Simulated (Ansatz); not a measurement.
Here is an Ansatz 0.2.0 calculation.

input.yaml

```yaml
crystal:
  lattice:
    - [4.002287, 0.0, 0.0]
    - [0.0, 4.002287, 0.0]
    - [0.0, 0.0, 4.002287]
  atoms:
    - { symbol: Pb, position: [0.0, 0.0, 0.0] }
    - { symbol: Te, position: [0.5, 0.5, 0.5] }
kpoints:
  mp_grid: { grid: [5, 5, 5] }
  band_path:
    path:
      - [0.0, 0.0, 0.0]
      - [0.0, 0.5, 0.0]
      - [0.5, 0.5, 0.0]
      - [0.0, 0.0, 0.0]
      - [0.5, 0.5, 0.5]
      - [0.0, 0.5, 0.0]
    npoints: 12
scf:
  occupations: { method: fermi_dirac, width: 0.05 }
hamiltonian:
  xc: lda
  pseudopotentials: { kind: all_electron, lapw: { basis_error: 0.001 } }
magnetization:
  noncollinear: true
  spin_orbit: true
output:
  forces: true
  stress: true
  eigenvalues: true
```

Potentials or basis: all-electron LAPW, relativistic spinors.

The run is started by

```console
$ ansatz run input.yaml --threads 1 --pin off --max-ram 3072MiB --backend cpu --events-out ev --progress --plain --runs-dir out
```

Estimate the pressure.

-3.8 GPa.

What does it give for the band gap along the path?

None (metal or under the smearing width).

Levels at the corners of the path, in eV from the Fermi level:
| point | band 58 | band 59 | band 60 | band 61 | band 62 | band 63 |
| --- | --- | --- | --- | --- | --- | --- |
| Γ | -1.26 | -1.26 | -1.26 | 3.33 | 3.33 | 4.08 |
| X | -0.30 | -0.27 | -0.27 | 0.12 | 0.12 | 1.82 |
| M | -4.43 | 0.14 | 0.14 | 2.44 | 2.44 | 3.87 |
| Γ | -1.26 | -1.26 | -1.26 | 3.33 | 3.33 | 4.08 |
| R | -2.28 | -2.28 | -2.28 | -2.03 | -2.03 | -0.67 |
| X | -0.30 | -0.27 | -0.27 | 0.12 | 0.12 | 1.82 |

Caveat: the k mesh is thin for a metal, which can move the energy by tens of meV per atom.
